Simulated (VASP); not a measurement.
Here is a VASP 6.6.1 calculation.

INCAR

```
SYSTEM = Na
  ALGO = Fast
  EDIFF = 1E-6
  ENCUT = 520
  GGA = PS
  ISIF = 2
  ISMEAR = -1
  LASPH = .True.
  LCHARG = .True.
  LELF = .True.
  LREAL = .False.
  LVHAR = .True.
  LWAVE = .False.
  NBANDS = 10
  NELM = 100
  PREC = Accurate
  SIGMA = 0.1
```

File KPOINTS:

```
k-points
0
Gamma
  14 14 14
  0 0 0
```

File POSCAR:

```
Na
1.0
   -1.8654186018      1.8654186018      2.6115131372
    1.8654186018     -1.8654186018      2.6115131372
    1.8654186018      1.8654186018     -2.6115131372
Na
1
Direct
    0.0000000000      0.0000000000      0.0000000000
```

Potentials or basis: VASP PAW PBE potentials, release 64 (Na_pv).

The run is started by

```bash
$ cat potpaw_PBE.64/Na_pv/POTCAR > POTCAR
$ mpirun -np 1 vasp_std > vasp.out
```

**Question.** Estimate the band gap on the k mesh.

**Answer.** None (metal or under the smearing width).

**Question.** What does it give for the pressure?

**Answer.** 0.1 GPa.

Caveat: the PAW data sets were made with another functional, which shifts forces and pressure a little.
